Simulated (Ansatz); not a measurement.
Input of an Ansatz 0.2.0 run:

input.yaml

```yaml
crystal:
  lattice:
    - [1.725725178, 0.9963478961, 3.1296800121]
    - [-1.725725178, 0.9963478961, 3.1296800121]
    - [0.0, -1.9926957921, 3.1296800121]
  atoms:
    - { symbol: P, position: [0.775408, 0.768436, 0.766915], spin: 0.5 }
    - { symbol: P, position: [0.20251, 0.24755, 0.204064], spin: -0.5 }
kpoints:
  mp_grid: { grid: [9, 9, 9] }
  band_path:
    path:
      - [0.0, 0.0, 0.0]
      - [0.5, 0.0, 0.0]
      - [0.5, 0.2342330829, -0.2342330829]
    npoints: 10
scf:
  occupations: { method: fermi_dirac, width: 0.1 }
hamiltonian:
  xc: { exchange: pbe, correlation: pbesol }
  pseudopotentials: { kind: all_electron, lapw: { basis_error: 0.001 } }
magnetization:
  spin_polarized: true
  spin_locking: { lock_spins: true }
output:
  forces: true
  stress: true
  eigenvalues: true
```

Potentials or basis: all-electron LAPW, scalar-relativistic.

The run is started by

```console
$ ansatz run input.yaml --threads 1 --pin off --max-ram 2560MiB --backend cpu --events-out ev --progress --plain --runs-dir out
```

**Question.** Predict the largest force.

**Answer.** 1.362 eV/Å.

**Question.** Estimate the band gap along the path.

**Answer.** None (metal or under the smearing width).

Forces on the atoms (eV/Å):
```
P   -0.620  0.261 -1.185
P    0.620 -0.261  1.185
```

Caveat: each atom's moment is held at its typed value, so this isn't a free magnetic state.
